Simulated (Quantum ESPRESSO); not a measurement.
A run of Quantum ESPRESSO 7.5 is set up as follows.

The input pw.in:

```
&CONTROL
  calculation = 'scf'
  prefix = 'pwscf'
  outdir = './tmp'
  pseudo_dir = './pseudo'
  tprnfor = .true.
  tstress = .true.
  disk_io = 'low'
/
&SYSTEM
  ibrav = 0
  celldm(1) = 8
  nat = 2
  ntyp = 1
  ecutwfc = 56
  ecutrho = 448
  nbnd = 27
  occupations = 'smearing'
  smearing = 'fd'
  degauss = 0.00367493
/
&ELECTRONS
  conv_thr = 4d-10
  electron_maxstep = 120
  mixing_beta = 0.5
/
ATOMIC_SPECIES
Cu    63.5460 cu_pbesol_v1.2.uspp.F.UPF
CELL_PARAMETERS alat
  0.2878203333626  -0.9392831759550   0.0000000000000
  0.2878203333626   0.9392831759550   0.0000000000000
  0.0000000000000   0.0000000000000   0.5847510702690
ATOMIC_POSITIONS crystal
Cu     0.8661333500    0.1338666500    0.7500000000
Cu     0.1338666500    0.8661333500    0.2500000000
K_POINTS automatic
11 11 11 0 0 0
```

The input pp_density.in:

```
&INPUTPP
  prefix = 'pwscf'
  outdir = './tmp'
  filplot = 'density.dat'
  plot_num = 0
/
&PLOT
  nfile = 1
  filepp(1) = 'density.dat'
  iflag = 3
  output_format = 6
  fileout = 'density.cube'
/
```

Contents of pp_potential.in:

```
&INPUTPP
  prefix = 'pwscf'
  outdir = './tmp'
  filplot = 'potential.dat'
  plot_num = 11
/
&PLOT
  nfile = 1
  filepp(1) = 'potential.dat'
  iflag = 3
  output_format = 6
  fileout = 'potential.cube'
/
```

Potentials or basis: GBRV 1.5 PBEsol.

Command:

```bash
$ OMP_NUM_THREADS=1 mpirun -n 2 pw.x -nk 2 -in pw.in > pw.out
$ OMP_NUM_THREADS=1 mpirun -n 1 pp.x -in pp_density.in > pp_density.out
$ OMP_NUM_THREADS=1 mpirun -n 1 pp.x -in pp_potential.in > pp_potential.out
```

Task: What does it give for the largest force?

Result: 0.005 eV/Å.

Task: What does it give for the band gap on the k mesh?

Result: None (metal or under the smearing width).

Forces in eV/Å, atoms in the order of the input:
```
Cu   0.000 -0.005  0.000
Cu   0.000  0.005  0.000
```
